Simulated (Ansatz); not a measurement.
BeS, NiAs type was put through Ansatz (plane waves). The cell was relaxed beforehand with r2SCAN.

The cell:
```xyz
4
Lattice="3.3002 0.0000 0.0000 -1.6501 2.8581 0.0000 0.0000 0.0000 5.2552" Properties=species:S:1:pos:R:3 pbc="T T T"
Be    0.0000    0.0000    0.0000
Be    0.0000    0.0000    2.6276
S     0.0000    1.9054    1.3138
S     1.6501    0.9527    3.9414
```

The log, with set-up remarks and timings taken out:
```
Functional definition: PBE
Crystal: 4 atoms, lattice volume = 49.569 Å³
Basis set: ecut = 420 eV, 977 PW (Γ)
Bands: 12, of which v1, the nominal top of the filled ones, is band 8 counted from 1 (7 counted from 0)
Symmetry: 24 space group operations
k-points: 95 of 324 (irreducible under 2 space group operations, time reversal used)
preconditioner: auto → none  [insulator: Δε(μ)=1.460 eV  ℏωp=21.1 eV]
Free energy (F): -1991.857064 eV
Fermi energy:    8.048467 eV
--- Per-component energies (eV) ---
  E_band       = 34.023709
  E_kinetic    = 255.102399
  E_local      = -157.258187
  E_nonlocal   = 64.443701
  E_hartree    = 50.902275
  E_xc         = -234.503222
  E_vxc        = -217.741955
  E_paw        = -1319.261717
  E_vpaw       = -12.326819
  E_ewald      = -651.282314
--- Dielectric response (ions clamped): 3 representative field directions + reference, inside a basis on a mesh of 600 k-points ---
  ε∞ (high-frequency dielectric tensor):
        8.782001     0.000000     0.000000
        0.000000     8.782001     0.000000
        0.000000     0.000000     9.616731
  Born effective charges Z* (e; rows j = field, columns β = displacement):
    site 0:
         2.67336    0.00000    0.00000
         0.00000    2.67336    0.00000
         0.00000    0.00000    2.86988
    site 1:
         2.67336    0.00000    0.00000
         0.00000    2.67336    0.00000
         0.00000    0.00000    2.86988
    site 2:
        -2.67336    0.00000    0.00000
         0.00000   -2.67336    0.00000
         0.00000    0.00000   -2.86988
    site 3:
        -2.67336    0.00000    0.00000
         0.00000   -2.67336    0.00000
         0.00000    0.00000   -2.86988
  ε∞ is read to err by 3.5e-2, Z* by 1.7e-2 e
```

**Question.** Which of these blocks stood in the input: relax, gw, phonons, dielectric, magnetization (spin_orbit)?

**Answer.** dielectric. A response with clamped ions alone is the dielectric block.

**Question.** Which k mesh was typed?

**Answer.** 9×9×4, Γ-centred. This is one of several that fit.

**Question.** How were the bands filled?

**Answer.** Fixed occupations.

Run as `ansatz run input.yaml --threads 2 --pin off --max-ram 2211MiB --backend cpu --events-out ev --progress --plain --runs-dir out`. Wall time 24 s on 2 threads of Arm Neoverse V1, on a shared host; peak host memory 0.53 GiB.

(Calculated; spin-unpolarised; the phase may be known or hypothetical.)
